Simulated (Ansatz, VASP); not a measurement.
**One calculation of AgCl, two programs**

File INCAR:

```
SYSTEM = AgCl
PREC = Accurate
ENCUT = 520
EDIFF = 1E-7
ISMEAR = 0
SIGMA = 0.01
LREAL = .False.
LASPH = .True.
NELM = 100
ALGO = Normal
ISIF = 2
LWAVE = .False.
LCHARG = .True.
GGA = PE
LELF = .True.
LVHAR = .True.
NBANDS = 16
```

Contents of KPOINTS:

```
Automatic mesh
0
Gamma
  6 6 6
  0 0 0
```

The input POSCAR:

```
AgCl
1.0
    3.3955880419      0.0000000000      0.0000000000
    0.0000000000      3.3955880419      0.0000000000
    0.0000000000      0.0000000000      3.3955880419
Ag Cl
1 1
Direct
    0.0000000000      0.0000000000      0.0000000000
    0.5000000000      0.5000000000      0.5000000000
```

Input for Ansatz:

```yaml
crystal:
  lattice:
    - [3.3955880419, 0.0, 0.0]
    - [0.0, 3.3955880419, 0.0]
    - [0.0, 0.0, 3.3955880419]
  atoms:
    - { symbol: Ag, position: [0.0, 0.0, 0.0] }
    - { symbol: Cl, position: [0.5, 0.5, 0.5] }
kpoints:
  mp_grid: { grid: [6, 6, 6] }
hamiltonian:
  xc: pbe
scf:
  occupations: { method: fixed }
  n_extra_bands: 4
output:
  forces: true
  stress: true
  eigenvalues: true
```

The cell was built by a generator and needn't be a form met in nature.

Alike in both runs: task single point; functional PBE; k mesh 6 × 6 × 6; no spin polarisation.

|  | VASP | Ansatz |
| --- | --- | --- |
| version | VASP 6.6.1 | Ansatz 0.2.0 |
| potentials or method | VASP PAW PBE potentials, release 64 (Ag, Cl) | plane waves, PAW |
| plane-wave cutoff (eV) | 520 | 420 |
| occupations | gaussian, width 0.01 eV | fixed |
| valence electrons in the cell | 18 | 26 |

```csv
,VASP,Ansatz,Ansatz less VASP
gap on the k mesh at the Fermi level (eV),0.58,0.58,0.000
pressure (GPa),1.5,1.6,+0.15
```

The two sets of potentials don't hold the same shells in valence.

A k mesh can miss the band edges. As with any semilocal functional, this PBE gap is likely too small.
